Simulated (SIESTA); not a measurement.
Crystal: ZnO (zincite).

```
Zn O
1.0
     3.24931    0.00000    0.00000
    -1.62465    2.81398    0.00000
     0.00000    0.00000    5.20571
Zn O
2 2
Direct
  0.66667 0.33333 0.00000
  0.33333 0.66667 0.50000
  0.33333 0.66667 0.87901
  0.66667 0.33333 0.37901
```

Program: SIESTA 5.4.2. Alike in all runs: no spin polarisation; cell as given; smearing fermi-dirac 0.05 eV; grid cutoff 800 Ry; energy shift 0.002 Ry.

Order these runs on this cell by their pressure, lowest first.
A. level LDA; potentials or basis PseudoDojo 0.4 standard (LDA files), DZP (energy shift 0.002 Ry); k mesh 9 × 9 × 5
B. level BLYP; potentials or basis PseudoDojo 0.4 standard (PBE files), DZP (energy shift 0.002 Ry); k mesh 9 × 9 × 5
C. level PBE; potentials or basis PseudoDojo 0.4 standard (PBE files), DZP (energy shift 0.002 Ry); k mesh 7 × 7 × 4; broadening (eV) 0.1 eV; window to (eV) 30 eV; optical mesh offset true
D. level PBEsol; potentials or basis PseudoDojo 0.4 standard (PBEsol files), DZP (energy shift 0.002 Ry); k mesh 9 × 9 × 5
E. level vdW-DF-cx; potentials or basis PseudoDojo 0.4 standard (PBE files), DZP (energy shift 0.002 Ry); k mesh 9 × 9 × 5

A (-5.2 GPa), D (0.2 GPa), E (2.5 GPa), C (6.4 GPa), B (11.1 GPa).

Caveats: semicore shells carry a single zeta, which can move pressures by several GPa and volumes by a few percent; the basis of atomic orbitals isn't converged, which shifts pressures, moduli and gaps; the potentials were made for another functional, which shifts forces and pressure (some runs); the basis holds too few empty states to meet the f-sum rule, so the spectrum is short of weight at high energy (some runs).

Not every run made on this cell is shown here.
